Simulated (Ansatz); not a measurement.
# ZrS2 (P-3m1) in Ansatz: band structure with PBE0

Aim: the band structure of ZrS2 with PBE0.

Program: Ansatz 0.2.0. These are calculated values, not measurements. Logs are shortened: lines on timing, memory, paths and dates and some standing lists are left out, and cuts for length are marked.

**Measured values to compare with.**

From “Stress-Tuned Optical Transitions in Layered 1T-MX2 (M= Hf, Zr, Sn; X= S, Se) Crystals”, 2022, arxiv:2210.12074, for a bulk crystal of ZrS2: band gap 1.68 eV (indirect).

The results are compared with them further down.

## (1) The crystal as given

The structure is trigonal, space group P-3m1 (No. 164). The conventional cell has a = 3.691 Å, b = 3.691 Å, c = 6.041 Å, α = 90.00°, β = 90.00°, γ = 120.00°. Around Zr (site symmetry -3m) lie 6 S at 2.57 Å. S (site symmetry 3m) is surrounded by 3 Zr at 2.57 Å.

The cell is a database's computed one.

## (2) Band structure, PBE0

Input file input:

```
crystal:
  lattice:
    - [3.6913825498, 0.0, 0.0]
    - [-1.8456912749, 3.1968310632, 0.0]
    - [0.0, 0.0, 6.04107701]
  atoms:
    - { symbol: Zr, position: [0.0, 0.0, 0.0] }
    - { symbol: S, position: [0.3333333333, 0.6666666667, 0.23790997] }
    - { symbol: S, position: [0.6666666667, 0.3333333333, 0.76209003] }
hamiltonian:
  xc: pbe0
  pseudopotentials: { kind: paw }
kpoints:
  mp_grid: { grid: [6, 6, 4] }
  band_path:
    path:
      - [[0.0, 0.0, 0.0], [0.5, 0.0, 0.0], [0.3333333333, 0.3333333333, 0.0], [0.0, 0.0, 0.0], [0.0, 0.0, 0.5], [0.5, 0.0, 0.5], [0.3333333333, 0.3333333333, 0.5], [0.0, 0.0, 0.5]]
      - [[0.5, 0.0, 0.5], [0.5, 0.0, 0.0]]
      - [[0.3333333333, 0.3333333333, 0.0], [0.3333333333, 0.3333333333, 0.5]]
    npoints: 4
scf:
  occupations: { method: fermi_dirac, width: 0.05 }
  n_extra_bands: 7
output:
  forces: true
  stress: true
  eigenvalues: true
  fatbands: false
  write_density: true
  write_potential: true
  elf: true
  volumetric_format: npy
```

Potentials or basis: Ansatz PAW.

The program printed:

```text
Warning: output.stress: scf.convergence.dr2_threshold = 1e-7 eV (the SCF's general default) is looser than the 3e-10 eV advised for a printed stress (1e-10 eV for each atom of the cell: 3). What an SCF threshold leaves in a stress goes as its square root, and in the free energy as the threshold itself, and one threshold admits the most on a small cell: of the crystals measured, under no hybrid functional and no lock of the moments, on runs that ended without the residual-converged pass, on stresses that held no estimate of that error, the worst erred by over 100 MPa in a component at 1e-7 eV an atom and by under 5 at 1e-10. Set scf.convergence.dr2_threshold to 3e-10 eV or tighter. The threshold is an SCF's pass mark: one that does not reach it within its budget of iterations ends unconverged, or closes short of it on a stop that the run arms, and scf.convergence.dr2_threshold's page says what that costs each kind of run
Warning: output.stress: scf.exx.energy_threshold = 1e-6 eV is looser than the 3e-8 eV advised for a stress under a hybrid functional (1e-8 eV for each atom of the cell: 3). Every SCF of the exchange loop can meet its threshold on dr2 while the loop round them stops early: no threshold on dr2 bounds what that leaves in the stress. Set scf.exx.energy_threshold to 3e-8 eV or tighter. The threshold is the loop's pass mark: a loop that does not reach it within its budget of cycles ends unconverged, and scf.exx.energy_threshold's page has the law
scf.n_extra_bands = 7 over 12 filled bands (N_el = 24.0): the run solves 19 bands
GPUs: using 1 of 1 available (devices: 1).
Engine: ansatz 0.2.0, x86_64-unknown-linux-gnu
Pseudopotentials: kind: paw
Pseudopotential: Zr, paw, valence charge 12, recommended cutoff 420 eV (normal), Zr.paw.azcp
Pseudopotential: S, paw, valence charge 6, recommended cutoff 420 eV (normal), S.paw.azcp
Functional definition: PBE0
  parameter a = 0.25
  parameter kappa = 0.804
  parameter beta = 0.06672455060314922
  exchange = (1 - a)*pbe_x(kappa = kappa, mu = beta*pi^2/3) + a*exact_x
  correlation = pbe_c(beta = beta)
device memory: the entry about to start is reckoned to put 0.7 GiB on a device that reports 66.7 GiB free (of which the cap on the GPU budget leaves the run 18.0 GiB)
GPU FFT provider: cuFFT
GPU libraries: cuBLAS 13.8.2, cuFFT 12.4.0, cuSOLVER 12.3.4
Crystal: 3 atoms, lattice volume = 71.289 Å³
Basis set: ecut = 420 eV, 1389 PW (Γ), exchange–correlation on 50×50×90 points (8 copies of the dense FFT grid, shifted against one another)
Bands: 19, of which v1, the nominal top of the filled ones, is band 12 counted from 1 (11 counted from 0)
Symmetry: 12 space group operations
Space group: P-3m1 (ITA 164), of the structure as read, at distance tolerance 4.1e-5 Å
k-points: 24 of 144
Non-local potential: Zr, projectors of the file, l = 0: 3, l = 1: 2, l = 2: 2, l = 3: 2
Non-local potential: S, projectors of the file, l = 0: 2, l = 1: 2, l = 2: 2
PAW form: soft (Blöchl's): semilocal exchange-correlation on the pseudo side does not see the compensation charge
PAW frozen core: Zr, regenerated for the run's functional, and the local potential with it (the file was generated under x = pbe(κ = 0.804, μ = 0.2195149727645171), c = pbe(β = 0.06672455060314922))
PAW frozen core: S, regenerated for the run's functional, and the local potential with it (the file was generated under x = pbe(κ = 0.804, μ = 0.2195149727645171), c = pbe(β = 0.06672455060314922))
PAW one-centre angular grid: Zr, 590 points (default); XC on 64 Gauss nodes
PAW one-centre angular grid: S, 110 points (default); XC on 64 Gauss nodes
Initial density: superposition of atomic densities (neutral atoms: chi_scale 0, normalization atom), corrected by the library's trained network
Initial wavefunctions: pseudopotential atomic-orbital guess
GPU buffer pool allocated for 28125 grid points (all kernels)
GPU transforms: local potential and band sums: pruned to the plane-wave sphere, on 25×25×45
Functional: x = pbe(κ = 0.804, μ = 0.2195149727645171), c = pbe(β = 0.06672455060314922), warm-up for x = 0.75 pbe(κ = 0.804, μ = 0.2195149727645171) + 0.25 exact, c = pbe(β = 0.06672455060314922)
SCF iter   1: F=—  HF=-5992.625195 eV  |F-HF|=—  |Δ(HF+E_count)|=         —  Δρ=1.40e-3  dr2=1.93e-3  ethr=1.77e-3  ⟨swp⟩=10.2  Hψ=2102  notcnv=0
preconditioner: auto → none  [insulator: Δε(μ)=1.066 eV  Ē_g=9.377 eV  σ=0.050 eV  W_gap=1.00  n_scr=22 (ndim 8)  ℏωp=17.6 eV  f_vac=0.029  D(μ)=0.00/eV (n_scr^D=0)]
SCF iter   2: F=—  HF=-5992.625385 eV  |F-HF|=—  |Δ(HF+E_count)|=   1.90e-4  Δρ=8.51e-4  dr2=1.43e-3  ethr=8.02e-6  ⟨swp⟩=5.3  Hψ=1339  notcnv=0  defer=2
SCF iter   3: F=—  HF=-5992.625199 eV  |F-HF|=—  |Δ(HF+E_count)|=   1.86e-4  Δρ=4.62e-4  dr2=1.58e-4  ethr=5.97e-6  ⟨swp⟩=3.0  Hψ=827  notcnv=0
iter 4 solved again at ethr=6.01e-8 eV; its pass at ethr=6.56e-7 eV (dr2=1.44e-5 eV) is discarded
SCF iter   4: F=-5992.625352 eV  HF=-5992.625303 eV  |F-HF|=4.92e-5  |Δ(HF+E_count)|=   1.04e-4  Δρ=2.06e-4  dr2=1.39e-5  ethr=6.01e-8  ⟨swp⟩=2.2  Hψ=1522  notcnv=0
SCF 1 stopped early in 4 iterations: F = -5992.625352 eV  dr2 = 1.39e-5
device memory: the entry about to start is reckoned to put 1.2 GiB on a device that reports 64.8 GiB free (of which the cap on the GPU budget leaves the run 18.0 GiB)
GPU FFT provider: cuFFT
GPU libraries: cuBLAS 13.8.2, cuFFT 12.4.0, cuSOLVER 12.3.4
Initial density: handed on by an earlier stage of this run
Initial wavefunctions: those handed on with the density
GPU buffer pool allocated for 28125 grid points (all kernels)
GPU transforms: local potential and band sums: pruned to the plane-wave sphere, on 25×25×45
Functional: x = 0.75 pbe(κ = 0.804, μ = 0.2195149727645171) + 0.25 exact, c = pbe(β = 0.06672455060314922)
Exchange kernel: α = 0.2500, full range, Wigner–Seitz truncation, v(0) = 16224.4981 eV·Å³, q-mesh 6×6×4, nearest image of the exchange supercell L = 22.15 Å, pair-density grid 18×18×27, without the augmentation charges, whose exchange is taken in its separable form by FFT convolution over the k-point mesh (sized by the pseudopotential files, 24×24×45 at the most), smooth part of the exact exchange by density-matrix convolution in up to 3.86 GiB of GPU memory as planned if the GPU has room (build and FFT work areas not counted)
Frozen-core exchange: fock
SCF iter   1: F=—  HF=-5996.423551 eV  |F-HF|=—  |Δ(HF+E_count)|=         —  Δρ=8.75e-3  dr2=1.57e-1  ethr=5.80e-7  ⟨swp⟩=9.5  Hψ=2552  notcnv=0
preconditioner: auto → none  [insulator: Δε(μ)=2.770 eV  Ē_g=11.825 eV  σ=0.050 eV  W_gap=1.00  n_scr=22 (ndim 8)  ℏωp=17.6 eV  f_vac=0.030  D(μ)=0.00/eV (n_scr^D=0)]
SCF iter   2: F=—  HF=-5996.401287 eV  |F-HF|=—  |Δ(HF+E_count)|=   2.23e-2  Δρ=6.16e-3  dr2=9.65e-2  ethr=5.80e-7  ⟨swp⟩=5.0  Hψ=2180  notcnv=0
SCF iter   3: F=—  HF=-5996.381072 eV  |F-HF|=—  |Δ(HF+E_count)|=   2.02e-2  Δρ=1.68e-3  dr2=5.15e-3  ethr=5.80e-7  ⟨swp⟩=5.0  Hψ=1907  notcnv=0
SCF iter   4: F=—  HF=-5996.397528 eV  |F-HF|=—  |Δ(HF+E_count)|=   1.65e-2  Δρ=1.49e-3  dr2=2.76e-3  ethr=5.80e-7  ⟨swp⟩=4.0  Hψ=1289  notcnv=0
SCF iter   5: F=—  HF=-5996.396789 eV  |F-HF|=—  |Δ(HF+E_count)|=   7.39e-4  Δρ=3.83e-4  dr2=1.43e-4  ethr=5.80e-7  ⟨swp⟩=3.8  Hψ=1077  notcnv=0
SCF iter   6: F=—  HF=-5996.397275 eV  |F-HF|=—  |Δ(HF+E_count)|=   4.86e-4  Δρ=2.22e-4  dr2=4.10e-5  ethr=2.06e-7  ⟨swp⟩=4.0  Hψ=1055  notcnv=0
SCF iter   7: F=-5996.397264 eV  HF=-5996.397264 eV  |F-HF|=1.34e-7  |Δ(HF+E_count)|=   1.05e-5  Δρ=1.70e-5  dr2=4.63e-6  ethr=1.39e-7  ⟨swp⟩=3.0  Hψ=894  notcnv=0
SCF 2 stopped early in 7 iterations: F = -5996.397264 eV  dr2 = 4.63e-6
  Residual-converged pass: ⟨swp⟩=4.0  Hψ=1195  notcnv=0  max |occ|·‖R‖ = 6.5e-6 eV (tolerance 6.7e-6 eV)  dr2=4.64e-6  dr2_onsite=3.99e-9  max |Δocc| = 1.1e-16
hybrid outer 1: dexx = +1.997e-2 eV, tail = 2.02e-5 eV
GPU FFT provider: cuFFT
GPU libraries: cuBLAS 13.8.2, cuFFT 12.4.0, cuSOLVER 12.3.4
GPU buffer pool allocated for 28125 grid points (all kernels)
GPU transforms: local potential and band sums: pruned to the plane-wave sphere, on 25×25×45
Exchange kernel: α = 0.2500, full range, Wigner–Seitz truncation, v(0) = 16224.4981 eV·Å³, q-mesh 6×6×4, nearest image of the exchange supercell L = 22.15 Å, pair-density grid 18×18×27, without the augmentation charges, whose exchange is taken in its separable form by FFT convolution over the k-point mesh (sized by the pseudopotential files, 24×24×45 at the most), smooth part of the exact exchange by density-matrix convolution in up to 3.86 GiB of GPU memory as planned if the GPU has room (build and FFT work areas not counted)
Frozen-core exchange: fock
SCF iter   1: F=—  HF=-5996.397224 eV  |F-HF|=—  |Δ(HF+E_count)|=         —  Δρ=4.72e-5  dr2=1.38e-6  ethr=4.21e-7  ⟨swp⟩=5.3  Hψ=1273  notcnv=0
preconditioner: auto → none  [insulator: Δε(μ)=2.583 eV  Ē_g=11.669 eV  σ=0.050 eV  W_gap=1.00  n_scr=22 (ndim 8)  ℏωp=17.6 eV  f_vac=0.030  D(μ)=0.00/eV (n_scr^D=0)]
SCF iter   2: F=—  HF=-5996.397224 eV  |F-HF|=—  |Δ(HF+E_count)|=   7.74e-7  Δρ=2.17e-5  dr2=1.83e-7  ethr=4.82e-9  ⟨swp⟩=3.8  Hψ=946  notcnv=0
SCF iter   3: F=—  HF=-5996.397224 eV  |F-HF|=—  |Δ(HF+E_count)|=   4.24e-8  Δρ=8.04e-6  dr2=2.90e-8  ethr=6.86e-10  ⟨swp⟩=3.5  Hψ=825  notcnv=0  defer=6
SCF iter   4: F=—  HF=-5996.397224 eV  |F-HF|=—  |Δ(HF+E_count)|=   9.06e-8  Δρ=3.74e-6  dr2=1.42e-8  ethr=5.23e-11  ⟨swp⟩=4.8  Hψ=1472  notcnv=0  defer=3
SCF iter   5: F=—  HF=-5996.397224 eV  |F-HF|=—  |Δ(HF+E_count)|=   3.71e-9  Δρ=3.87e-7  dr2=7.68e-10  ethr=5.23e-11  ⟨swp⟩=2.9  Hψ=796  notcnv=0
SCF iter   6: F=-5996.397224 eV  HF=-5996.397224 eV  |F-HF|=6.09e-11  |Δ(HF+E_count)|=   3.17e-9  Δρ=4.83e-7  dr2=1.63e-10  ethr=1.00e-12  ⟨swp⟩=4.0  Hψ=1070  notcnv=0
SCF 3 converged in 6 iterations: F = -5996.397224 eV  dr2 = 1.63e-10
  Residual-converged pass: ⟨swp⟩=2.1  Hψ=746  notcnv=0  max |occ|·‖R‖ = 5.4e-7 eV (tolerance 5.4e-7 eV)  dr2=1.62e-10  dr2_onsite=3.30e-12  max |Δocc| = 6.5e-21
hybrid outer 2: dexx = +1.454e-6 eV, tail = 5.11e-9 eV, Δε = 6.08e-4 eV (about 1.05e-5 eV left of the loop's levels), ΔF = 6.59e-3 eV/Å (tail 4.90e-4)
device memory: the entry about to start is reckoned to put 0.4 GiB on a device that reports 62.8 GiB free (of which the cap on the GPU budget leaves the run 18.0 GiB)
NSCF: frozen V_eff on 39 k-points, pencils in batches of 32, up to order 84
hybrid SCF converged: 2 outer / 13 inner (+4 warm-up), last move |dexx| = 1.45e-6 eV, tail = 5.11e-9 eV
Stability not checked: this state was not tested for a lower state beside it, because the functional holds exact exchange (a hybrid, or Hartree-Fock), whose exchange loop this test does not read (fock_operator; see scf.lower_state_search)
Free energy (F): -5996.397224 eV
Frozen-core exchange: fock
Harris-Foulkes:  -5996.397224 eV  (|F-HF|=6.09e-11)
Internal energy: -5996.397224 eV  (E = F + TS)
E sigma→0 (E₀):  -5996.397224 eV
Fermi energy:    6.817940 eV
--- Per-component energies (eV) ---
  E_band       = -228.383280
  E_kinetic    = 544.644573
  E_local      = -1377.536815  (includes V_loc(G=0)·N_el)
  E_nonlocal   = 132.766491
  E_hartree    = 485.962854
  E_xc         = -274.983471
  E_vxc        = -283.405401  (∫ρ·V_xc dr)
  E_exx        = -63.930374  (= α·E_x^exact, valence–valence)
  E_paw        = -4174.480265  (= ΣΔE_a)
  E_vpaw       = -88.917406  (= ΣTr[D̂ρ^β])
  E_aug_tail   = 0.000026  (compensation charges beyond the density's cutoff)
  E_ewald      = -1268.283280
  E_core_change = -0.556964  (= ΣΔE_core)
  E_smearing   = -0.000000  (= −TS)
  E_closure    = -0.000000  (closes the sum)
  Σ components = -5996.397224   (vs F -5996.397224, Δ=9.09e-13)
--- Forces (eV/Å), atoms counted from 1 ---
  atom   1  Zr     0.00000000     0.00000000     0.00000000
  atom   2  S      0.00000000    -0.00000000    -0.17155491
  atom   3  S      0.00000000     0.00000000     0.17155491
  max |Σ_I F_I| component: 1.35e-28 eV/Å
--- Stress (GPa, compression-positive) ---
       -1.019846       0.000000       0.000000
        0.000000      -1.019846       0.000000
        0.000000       0.000000      -0.273846
  P = ⅓ Tr σ = -0.7712 GPa (-7.712 kbar)
--- Band table (eV; the first three rows and the last of 24) ---
  k-point 0: bands = ["-46.9333", "-23.5892", "-23.4170", "-23.4170", "-8.4504", "-6.8772", "0.8236", "2.4216", "2.4216", "5.4738", "5.4738", "5.5062", "8.7380", "8.7380", "9.7028", "12.2967", "12.2967", "13.0178", "13.0702"]
  k-point 1: bands = ["-46.9333", "-23.5892", "-23.4170", "-23.4170", "-8.3598", "-7.0248", "1.2343", "2.4367", "2.4367", "4.7117", "5.4207", "5.4207", "8.7242", "8.7242", "9.9192", "12.4536", "12.4536", "13.2182", "13.7785"]
  k-point 2: bands = ["-46.9333", "-23.5894", "-23.4170", "-23.4170", "-8.2473", "-7.1922", "1.8374", "2.4522", "2.4522", "3.8128", "5.3683", "5.3683", "8.7101", "8.7101", "10.0394", "12.6207", "12.6207", "13.4475", "14.9270"]
  k-point 23: bands = ["-46.9105", "-23.6196", "-23.6196", "-23.5196", "-7.0570", "-7.0570", "1.7298", "1.7298", "2.0994", "3.4265", "3.5889", "3.5889", "9.5560", "10.2512", "10.2512", "12.8197", "12.8197", "15.5329", "16.0141"]
```

Run time: 77 s. Hardware: 1 × NVIDIA H100 80GB HBM3 with 2 threads of AMD EPYC 7R13 (Zen 3), shared host; peak memory 2.7 GiB.

Results:

- Free energy: -5996.3972 eV
- Pressure: -0.8 GPa
- Largest force: 0.172 eV/Å
- Band gap on the k mesh: 2.58 eV, indirect (least direct gap 3.23 eV)
- Band gap along the path: 2.53 eV, indirect (least direct gap 3.23 eV)

Forces on the atoms (eV/Å):
```
Zr   0.000  0.000  0.000
S    0.000  0.000 -0.172
S    0.000  0.000  0.172
```

Stress tensor (GPa, compression positive):
```
-1.02  0.00  0.00
 0.00 -1.02  0.00
 0.00  0.00 -0.27
```

Levels at the corners of the path, in eV from the valence-band top:
```
point  band 9  band 10  band 11  band 12  band 13  band 14  band 15  band 16
    Γ   -3.14    -0.08    -0.08    -0.05     3.18     3.18     4.14     6.74
    M   -2.78    -2.60    -1.87    -1.35     2.70     5.06     5.34     7.53
    K   -3.68    -2.23    -2.23    -1.67     3.87     4.95     4.95     6.73
    Γ   -3.14    -0.08    -0.08    -0.05     3.18     3.18     4.14     6.74
    A   -3.11    -1.75    -0.19    -0.19     3.15     3.15     4.48     7.06
    L   -2.90    -2.47    -1.14    -0.91     2.53     5.04     5.35     7.10
    H   -3.46    -2.13    -1.97    -1.97     4.00     4.69     4.69     7.26
    A   -3.11    -1.75    -0.19    -0.19     3.15     3.15     4.48     7.06
    L   -2.90    -2.47    -1.14    -0.91     2.53     5.04     5.35     7.10
    M   -2.78    -2.60    -1.87    -1.35     2.70     5.06     5.34     7.53
    K   -3.68    -2.23    -2.23    -1.67     3.87     4.95     4.95     6.73
    H   -3.46    -2.13    -1.97    -1.97     4.00     4.69     4.69     7.26
```

Caveat: the k mesh misses the band edges, so the gap on the mesh is wider than the one along the path; this functional lacks dispersion, which binds the layers, so the pressure and a relaxed spacing across them are unreliable; the PAW data sets come from PBE, with cores solved anew for the run's functional, which leaves a small shift of forces and pressure; the thresholds are loose for stress.

## (3) How close it comes

Step 2. A measured gap of ZrS2 is 1.68 eV (indirect; quoted in “Stress-Tuned Optical Transitions in Layered 1T-MX2 (M= Hf, Zr, Sn; X= S, Se) Crystals”, 2022, arxiv:2210.12074); the calculated 2.53 eV misses it by +0.85 eV. Spin-orbit coupling on Zr is left out. The value is that of PBE0, without temperature or zero-point motion. The cell is a database's relaxed one, not the measured one, which moves gaps too.
